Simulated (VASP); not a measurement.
# ZnS (F-43m) in VASP: a series of runs

One crystal, ZnS, is run at these levels: AM05, LDA, PBE+D3(BJ); tasks: relaxation of cell and atoms.

Program: VASP 6.6.1. These are calculated values, not measurements. Logs are shortened: lines on timing, memory, paths and dates and some standing lists are left out, and cuts for length are marked.

### 1 Starting point

It takes space group F-43m (No. 216, cubic). The conventional cell has a = 5.374 Å, b = 5.374 Å, c = 5.374 Å, α = 90.00°, β = 90.00°, γ = 90.00°. Zn (site symmetry -43m) has 4 S at 2.33 Å as nearest neighbours. S (site symmetry -43m) has 4 Zn at 2.33 Å as nearest neighbours.

### 2 Relaxation of cell and atoms, AM05

INCAR reads:

```
ALGO = Normal
EDIFF = 1E-7
EDIFFG = -0.005
ENCUT = 600
GGA = AM
IBRION = 2
ISIF = 3
ISMEAR = 0
LASPH = T
LCHARG = F
LREAL = F
LWAVE = F
NELM = 80
NSW = 90
PREC = Accurate
SIGMA = 0.03
```

KPOINTS reads:

```
k-points
0
Gamma
  10 10 10
```

POSCAR reads:

```
ZnS                                     
1.0
   -0.0000000000      2.6870534751      2.6870534751
    2.6870534751      0.0000000000      2.6870534751
    2.6870534751      2.6870534751      0.0000000000
  Zn              S             
     1     1
Direct
     0.2500000000000000    0.2500000000000000    0.2500000000000000
     0.0000000000000000    0.0000000000000000    0.0000000000000000
```

Potentials or basis: VASP PAW PBE potentials, release 64 (Zn, S).

On the command line:

```
$ cat potpaw_PBE.64/Zn/POTCAR potpaw_PBE.64/S/POTCAR > POTCAR
$ mpirun -np 1 vasp_std > vasp.out
```

OUTCAR:

```text
EDIFF = 1E-7
   EDIFFG = -0.005
   ENCUT = 600
   GGA = AM
   IBRION = 2
   ISIF = 3
   ISMEAR = 0
   LASPH = T
   LREAL = F
   NELM = 80
   NSW = 90
   PREC = Accurate

 ion  position               nearest neighbor table
   1  0.250  0.250  0.250-   2 2.33   2 2.33   2 2.33   2 2.33
   2  0.000  0.000  0.000-   1 2.33   1 2.33   1 2.33   1 2.33

  LATTYP: Found a face centered cubic cell.
 ALAT       =     5.3741069502

  Lattice vectors:

 A1 = (   0.0000000000,   2.6870534751,   2.6870534751)
 A2 = (   2.6870534751,   0.0000000000,   2.6870534751)
 A3 = (   2.6870534751,   2.6870534751,   0.0000000000)

Analysis of symmetry for initial positions (statically):
=====================================================================
 Subroutine PRICEL returns:
 Original cell was already a primitive cell.

 Routine SETGRP: Setting up the symmetry group for a
 face centered cubic supercell.

 Subroutine GETGRP returns: Found 24 space group operations
 (whereof 24 operations were pure point group operations)
 out of a pool of 48 trial point group operations.

The static configuration has the point symmetry T_d .

Analysis of symmetry for dynamics (positions and initial velocities):
=====================================================================
 Subroutine PRICEL returns:
 Original cell was already a primitive cell.

 Routine SETGRP: Setting up the symmetry group for a
 face centered cubic supercell.

 Subroutine GETGRP returns: Found 24 space group operations
 (whereof 24 operations were pure point group operations)
 out of a pool of 48 trial point group operations.

The dynamic configuration has the point symmetry T_d .

 Subroutine INISYM returns: Found 24 space group operations
 (whereof 24 operations are pure point group operations),
 and found     1 'primitive' translations

----------------------------------------------------------------------------------------

                                     Primitive cell

  volume of cell :      38.8024

  direct lattice vectors                    reciprocal lattice vectors
     0.000000000  2.687053475  2.687053475    -0.186077428  0.186077428  0.186077428
     2.687053475  0.000000000  2.687053475     0.186077428 -0.186077428  0.186077428
     2.687053475  2.687053475  0.000000000     0.186077428  0.186077428 -0.186077428

  length of vectors
     3.800067467  3.800067467  3.800067467     0.322295560  0.322295560  0.322295560

  position of ions in fractional coordinates (direct lattice)
     0.250000000  0.250000000  0.250000000
     0.000000000  0.000000000  0.000000000

  ion indices of the primitive-cell ions
   primitive index   ion index
                 1           1
                 2           2

----------------------------------------------------------------------------------------

 KPOINTS: k-points

Automatic generation of k-mesh.
 Grid dimensions read from file:
 generate k-points for:   10   10   10

 Generating k-lattice:

  Cartesian coordinates                     Fractional coordinates (reciprocal lattice)
    -0.018607743  0.018607743  0.018607743     0.100000000  0.000000000  0.000000000
     0.018607743 -0.018607743  0.018607743     0.000000000  0.100000000  0.000000000
     0.018607743  0.018607743 -0.018607743     0.000000000  0.000000000  0.100000000

  Length of vectors
     0.032229556  0.032229556  0.032229556

  Shift w.r.t. Gamma in fractional coordinates (k-lattice)
     0.000000000  0.000000000  0.000000000

 Subroutine IBZKPT returns following result:
 ===========================================

 Found     47 irreducible k-points:

 Following reciprocal coordinates:
            Coordinates               Weight
  0.000000  0.000000  0.000000      1.000000
  0.100000  0.000000  0.000000      8.000000
  0.200000  0.000000  0.000000      8.000000
  0.300000  0.000000  0.000000      8.000000
  0.400000  0.000000  0.000000      8.000000
  0.500000  0.000000  0.000000      4.000000
[... 16 lines left out ...]
  0.300000  0.300000  0.000000      6.000000
  0.400000  0.300000  0.000000     24.000000
 [... further k-points ...]
   k-points           NKPTS =     47   k-points in BZ     NKDIM =     47   number of bands    NBANDS=     13
   number of dos      NEDOS =    301   number of ions     NIONS =      2
   total plane-waves  NPLWV =  27000
   dimension x,y,z NGX =    30 NGY =   30 NGZ =   30
   dimension x,y,z NGXF=    60 NGYF=   60 NGZF=   60
   ions per type =               1   1
   NGX,Y,Z   is equivalent  to a cutoff of  13.12, 13.12, 13.12 a.u.
   NGXF,Y,Z  is equivalent  to a cutoff of  26.25, 26.25, 26.25 a.u.
 SYSTEM =  unknown system
   PREC   = accura    normal or accurate (medium, high low for compatibility)
   ISTART =      0    job   : 0-new  1-cont  2-samecut
   ICHARG =      2    charge: 1-file 2-atom 10-const
   ISPIN  =      1    spin polarized calculation?
   LNONCOLLINEAR =      F non collinear calculations
   LSORBIT =      F    spin-orbit coupling
   LASPH  =      T    aspherical Exc in radial PAW
   ENCUT  =  600.0 eV  44.10 Ry    6.64 a.u.   7.59  7.59  7.59*2*pi/ulx,y,z
   NELM   =     80;   NELMIN=  2; NELMDL= -5     # of ELM steps
   EDIFF  = 0.1E-06   stopping-criterion for ELM
   LREAL  =      F    real-space projection
   EDIFFG = -.5E-02   stopping-criterion for IOM
   NSW    =     90    number of steps for IOM
   IBRION =      2    ionic relax: 0-MD 1-quasi-New 2-CG
   NFREE  =      1    steps in history (QN), initial steepest desc. (CG)
   ISIF   =      3    stress and relaxation
   ISYM   =      2    0-nonsym 1-usesym 2-fastsym
   POTIM  = 0.5000    time-step for ionic-motion
   TEBEG  =    0.0;   TEEND  =   0.0 temperature during run
   PSTRESS=    0.0 pullay stress
   NELECT =      18.0000    total number of electrons
   NUPDOWN=      -1.0000    fix difference up-down
   EMIN   =  10.00;   EMAX   =-10.00  energy-range for DOS
   EFERMI =   0.00;   METHOD = LEGACY
   ISMEAR =     0;   SIGMA  =   0.03  broadening in eV -4-tet -1-fermi 0-gaus
   EFERMI_NEDOS =   21; number of points for ismear=-14 and -15
   IALGO  =     38    algorithm
   IMIX   =      4    mixing-type and parameters
     AMIX     =   0.40;   BMIX     =  1.00
     AMIX_MAG =   1.60;   BMIX_MAG =  1.00
  volume/ion in A,a.u.               =      19.40       130.93
  Fermi-wavevector in a.u.,A,eV,Ry     =   1.267300  2.394849 21.851619  1.606049
  Thomas-Fermi vector in A             =   2.400455
   LORBIT       =      0    0 simple, 1 ext, 2 COOP (PROOUT), +10 PAW based schemes
   GGA     = AM    functional components
   LHFCALC =     F    Hartree Fock is set to
   AEXX    =    0.0000 exact exchange contribution
   IVDW    =     0    specifies the selected vdW correction
   LEPSILON=     F    determine dielectric tensor
   LRPA    =     F    only Hartree local field effects (RPA)
 conjugate gradient relaxation of ions
 non-spin polarized calculation
 Gauss-broadening in eV      SIGMA  =   0.03
  energy-cutoff  :      600.00
  volume of cell :       38.80
 maximum number of plane-waves:      1308
   NGX = 15   NGY = 15   NGZ = 15

 number of electron      18.0000015 magnetization

 Free energy of the ion-electron system (eV)
  ---------------------------------------------------
  ext. energy  EPLUGINS =         0.00000000
  ---------------------------------------------------
  free energy    TOTEN  =        -7.14131907 eV

  energy without entropy =       -7.14131907  energy(sigma->0) =       -7.14131907

 E-fermi :   2.3775     XC(G=0):  -9.7706

 val. band max:        2.2285044655   @ k =   0.0000   0.0000   0.0000
 cond. band min:       4.4020147249   @ k =   0.0000   0.0000   0.0000
 fundamental gap:      2.1735102594
 Fermi energy:         2.3774682974

 k-point     1 :       0.0000    0.0000    0.0000
  band No.  band energies     occupation
      1     -11.0046      2.00000
      2      -4.2269      2.00000
      3      -4.2269      2.00000
      4      -4.2269      2.00000
      5      -3.7116      2.00000
      6      -3.7116      2.00000
      7       2.2285      2.00000
      8       2.2285      2.00000
      9       2.2285      2.00000
     10       4.4020      0.00000
     11       8.5575      0.00000
     12       8.5575      0.00000
     13       8.5575      0.00000

 k-point     2 :       0.1000    0.0000    0.0000
  band No.  band energies     occupation
      1     -10.9260      2.00000
      2      -4.2278      2.00000
      3      -4.2126      2.00000
      4      -4.2126      2.00000
      5      -3.7129      2.00000
      6      -3.7129      2.00000
      7       1.4250      2.00000
      8       2.1271      2.00000
      9       2.1271      2.00000
     10       5.0117      0.00000
     11       8.4822      0.00000
     12       8.7333      0.00000
     13       8.7333      0.00000

 k-point     3 :       0.2000    0.0000    0.0000
  band No.  band energies     occupation
      1     -10.7087      2.00000
      2      -4.2119      2.00000
      3      -4.1774      2.00000
      4      -4.1774      2.00000
      5      -3.7129      2.00000
      6      -3.7129      2.00000
      7       0.0385      2.00000
      8       1.8816      2.00000
      9       1.8816      2.00000
     10       5.6415      0.00000
     11       8.7598      0.00000
     12       9.0824      0.00000
     13       9.0824      0.00000

 k-point     4 :       0.3000    0.0000    0.0000
  band No.  band energies     occupation
      1     -10.4125      2.00000
      2      -4.1399      2.00000
      3      -4.1399      2.00000
      4      -4.1251      2.00000
      5      -3.7042      2.00000
      6      -3.7042      2.00000
      7      -1.3313      2.00000
      8       1.6083      2.00000
      9       1.6083      2.00000
     10       5.7069      0.00000
     11       9.2343      0.00000
     12       9.2343      0.00000
     13       9.7350      0.00000

 k-point     5 :       0.4000    0.0000    0.0000
  band No.  band energies     occupation
      1     -10.1445      2.00000
      2      -4.1160      2.00000
      3      -4.1160      2.00000
      4      -3.8831      2.00000
      5      -3.6882      2.00000
      6      -3.6882      2.00000
      7      -2.4881      2.00000
      8       1.4049      2.00000
      9       1.4049      2.00000
     10       5.5904      0.00000
     11       9.1589      0.00000
     12       9.1589      0.00000
     13      10.7611      0.00000
[... 257 lines left out ...]
 k-point    22 :      -0.2000    0.2000    0.0000
  band No.  band energies     occupation
      1     -10.3122      2.00000
      2      -4.1278      2.00000
      3      -4.1144      2.00000
      4      -4.1028      2.00000
      5      -3.7342      2.00000
      6      -3.6719      2.00000
      7      -1.1225      2.00000
      8       0.2872      2.00000
      9       1.6418      2.00000
     10       6.8588      0.00000
     11       8.7953      0.00000
     12       9.1759      0.00000
     13       9.6048      0.00000

 k-point    23 :       0.3000    0.3000    0.0000
  band No.  band energies     occupation
      1     -10.2137      2.00000
      2      -4.2872      2.00000
      3      -4.0196      2.00000
      4      -4.0196      2.00000
      5      -3.7436      2.00000
      6      -3.6598      2.00000
      7      -0.9510      2.00000
      8       0.6159      2.00000
      9       0.6159      2.00000
     10       6.3018      0.00000
     11       6.8050      0.00000
     12      11.3222      0.00000
     13      11.5303      0.00000

 k-point    24 :       0.4000    0.3000    0.0000
  band No.  band energies     occupation
      1     -10.0018      2.00000
      2      -4.2537      2.00000
      3      -3.9730      2.00000
      4      -3.9640      2.00000
      5      -3.6858      2.00000
      6      -3.6517      2.00000
      7      -1.5927      2.00000
      8       0.1749      2.00000
      9       0.3907      2.00000
     10       6.2279      0.00000
     11       6.9154      0.00000
     12      11.0397      0.00000
     13      11.9729      0.00000

 [... further k-points ...]
[... 5 lines left out ...]
  --------------------------------------------------------------------------------------
  -------------------------------------------------------------------------------------
  Total        0.0037975      0.0037975      0.0037975      0.0000000      0.0000000     -0.0000000
  in kB        0.1568006      0.1568006      0.1568006      0.0000000      0.0000000     -0.0000000
  external PRESSURE =       0.1568006 kB  Pullay stress =       0.0000000 kB

 VOLUME and BASIS-vectors are now :
 -----------------------------------------------------------------------------
  energy-cutoff  :      600.00
  volume of cell :       38.80
      direct lattice vectors                 reciprocal lattice vectors
     0.000000000  2.687053475  2.687053475    -0.186077428  0.186077428  0.186077428
     2.687053475  0.000000000  2.687053475     0.186077428 -0.186077428  0.186077428
     2.687053475  2.687053475  0.000000000     0.186077428  0.186077428 -0.186077428

 POSITION                                       TOTAL-FORCE (eV/Angst)
 -----------------------------------------------------------------------------------
      1.34353      1.34353      1.34353        -0.000000     -0.000000     -0.000000
      0.00000      0.00000      0.00000         0.000000      0.000000      0.000000
 -----------------------------------------------------------------------------------
    total drift:                                0.000000      0.000000      0.000000

  FREE ENERGIE OF THE ION-ELECTRON SYSTEM (eV)
  ---------------------------------------------------
  free  energy   TOTEN  =        -7.1413190659 eV

  energy  without entropy=       -7.1413190659  energy(sigma->0) =       -7.14131907

 reached required accuracy - stopping structural energy minimisation
```

Run time: 15 s. Hardware: 1 thread of Intel Xeon 6975P-C (Granite Rapids), shared host; peak memory 0.18 GiB.

What came out:

```
Free energy             : -7.1413 eV
Pressure after relaxing : 0.0 GPa
Band gap on the k mesh  : 2.17 eV, direct
```

Final structure:
```cif
data_structure
_symmetry_space_group_name_H-M 'P 1'
_symmetry_Int_Tables_number 1
_cell_length_a 3.8001
_cell_length_b 3.8001
_cell_length_c 3.8001
_cell_angle_alpha 60.000
_cell_angle_beta 60.000
_cell_angle_gamma 60.000
_cell_volume 38.80
loop_
_atom_site_label
_atom_site_type_symbol
_atom_site_fract_x
_atom_site_fract_y
_atom_site_fract_z
_atom_site_occupancy
Zn1 Zn 0.25000 0.25000 0.25000 1
S1 S 0.00000 0.00000 0.00000 1
```

Levels at points of the mesh, in eV from the valence-band top:
```tsv
k point	band 5	band 6	band 7	band 8	band 9	band 10	band 11	band 12	band 13
(0.00, 0.00, 0.00)	-5.94	-5.94	0.00	0.00	0.00	2.17	6.33	6.33	6.33
(0.50, 0.00, 0.00)	-5.91	-5.73	-5.44	-0.90	-0.90	3.31	6.87	6.87	8.92
(0.50, 0.50, 0.00)	-5.86	-5.71	-4.66	-2.30	-2.30	3.33	4.03	11.08	12.04
```

Caveat: the relaxation stopped at its first step, so nothing moved; the PAW data sets were made with another functional, which shifts forces and pressure a little.

### 3 Relaxation of cell and atoms, LDA

This run uses another cell than the first one, of 19.73 Å³/atom, 1.017 times its volume.

INCAR reads:

```
SYSTEM = ZnS
PREC = Accurate
ENCUT = 600
EDIFF = 1E-6
ISMEAR = 0
SIGMA = 0.03
LREAL = .False.
LASPH = .True.
NELM = 80
ALGO = Normal
ISIF = 3
LWAVE = .False.
LCHARG = .False.
IBRION = 2
NSW = 90
EDIFFG = -0.01
```

KPOINTS reads:

```
regular mesh
0
Gamma
  10 10 10
  0 0 0
```

POSCAR reads:

```
ZnS
1.0
    0.0000000000      2.7020000000      2.7020000000
    2.7020000000      0.0000000000      2.7020000000
    2.7020000000      2.7020000000      0.0000000000
Zn S
1 1
Direct
    0.2500000000      0.2500000000      0.2500000000
    0.0000000000      0.0000000000      0.0000000000
```

Potentials or basis: VASP PAW LDA potentials, release 64 (Zn, S).

On the command line:

```
$ cat potpaw_LDA.64/Zn/POTCAR potpaw_LDA.64/S/POTCAR > POTCAR
$ mpirun -np 1 vasp_std > vasp.out
```

It took 41 s on 1 thread of Intel Xeon 6975P-C (Granite Rapids), shared host; peak memory 0.17 GiB.

The run converged. Its results:

```
Free energy                            : -8.2087 eV
Relaxed volume                         : 18.63 Å³/atom
Relaxed cell                           : a = 3.749 Å, b = 3.749 Å, c = 3.749 Å, α = 60.00°, β = 60.00°, γ = 60.00°
Space group after relaxing (to 0.05 Å) : F-43m (No. 216)
Energy gained by relaxing              : 15.7 meV/atom
Ionic steps                            : 5
Pressure after relaxing                : 0.0 GPa
Band gap on the k mesh                 : 2.15 eV, direct
```

The path:
```csv
step,energy change (eV),largest force (eV/Å),pressure (GPa),volume (Å³)
1,0.0000,0.0000,-4.27,39.45
2,-0.0275,0.0000,1.78,36.53
3,-0.0314,0.0000,-0.13,37.24
4,-0.0314,0.0000,0.12,37.19
5,-0.0314,0.0000,0.01,37.26
```

Final structure:
```
Zn S
1.0
     0.00000    2.65108    2.65108
     2.65108    0.00000    2.65108
     2.65108    2.65108    0.00000
Zn S
1 1
Cartesian
  1.3255 1.3255 1.3255
  0.0000 0.0000 0.0000
```

Levels at points of the mesh, in eV from the valence-band top:
```
           k point  band 6  band 7  band 8  band 9  band 10  band 11  band 12  band 13
(0.00, 0.00, 0.00)   -6.19    0.00    0.00    0.00     2.15     6.21     6.21     6.21
(0.50, 0.00, 0.00)   -5.97   -5.76   -0.96   -0.96     3.23     6.76     6.76     8.84
(0.50, 0.50, 0.00)   -5.95   -4.90   -2.46   -2.46     3.06     3.89    11.14    12.18
```

LDA gaps usually lie below the measured ones, often by a third to a half. Zero-point motion and thermal expansion aren't in these numbers.

(Continued in part 2 of 2.)
